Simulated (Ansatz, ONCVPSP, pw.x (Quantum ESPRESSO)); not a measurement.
Equation-of-state test of one ONCV potential (niobium (Nb))

- Element: niobium (Nb)
- Generator: ONCVPSP 4.0.1
- Type: optimised norm-conserving Vanderbilt (ONCV)
- Functional: PBE
- Relativity: scalar-relativistic
- Frozen core: [Ar] 3d10
- Valence charge: 13
- Reference configuration: 4s2 4p6 4d4 5s1
- Partial waves: 4s+5s: rc 2.05 bohr, ncon 3, nbas 8, qcut 6 1/bohr, 2 projectors; 4p: rc 1.90 bohr, ncon 4, nbas 7, qcut 6.2 1/bohr, 2 projectors, debl 1.9 Ha; 4d: rc 2.15 bohr, ncon 3, nbas 8, qcut 8.1 1/bohr, 1 projector
- Local potential: polynomial inside 1.60 bohr (lpopt 4, dvloc0 8.5 Ha)
- Core correction: none

Atomic tests: cutoffs needed: 17 Ha and 20 Ha (the cutoffs (Ha) at which the residual kinetic energy of the hardest occupied pseudo-wave falls to 1 and 0.1 mHa per electron); ghost test: no bound ghost flagged; no localised positive-energy state flagged; configuration tests: 1 of 4 tests not solved or not reliable.

Crystal test: fcc Nb in pw.x 7.5, no spin, 13³ k-points, Fermi–Dirac smearing 0.01 Ry, cutoffs 50/200 Ry. The reference is all-electron LAPW (Ansatz 0.2.0) with the same functional, mesh and smearing; V0 and B0 come from Birch–Murnaghan fits to the pressures at five volumes. Errors are pseudo minus all-electron; Δ is the rms difference of the E(V) curves that follow from these fits, minima aligned, over ±6 % about the mean V0. Mesh and smearing are coarse, so the numbers serve the comparison and aren't converged zero-temperature values; the lattice is a test structure that the element need not adopt.

All-electron: a0 = 4.221 Å (V0 = 18.81 Å³/atom), B0 = 163.2 GPa.

Question: How far does the potential miss the all-electron equation of state?

Answer: mean pressure error (GPa): +1.21; a0 (Å): 4.231; a0 error (%): +0.24; B0 error (%): +0.2; Δ (meV/atom): 4.9. Atomic configuration tests: 1 of 4 tests not solved or not reliable.

```tsv
V (Å³/atom)	P all-electron (GPa)	P pseudo (GPa)
17.835	9.53	10.99
18.305	4.63	5.96
18.774	0.27	1.47
19.243	-3.60	-2.52
19.713	-7.05	-6.07
```

Question: At the middle volume, how do free energy and pressure move when the wave cutoff is lowered (ecutrho kept at four times it)?

Answer:

```json
{"cutoff (Ry)": "22", "shift of F (meV/atom)": "+1565.8", "shift of P (GPa)": "-47.27"}
{"cutoff (Ry)": "30", "shift of F (meV/atom)": "+222.2", "shift of P (GPa)": "-8.99"}
{"cutoff (Ry)": "40", "shift of F (meV/atom)": "+12.6", "shift of P (GPa)": "-0.79"}
```

The 8 pw.x runs together took about 48 s on one core of a shared server CPU.
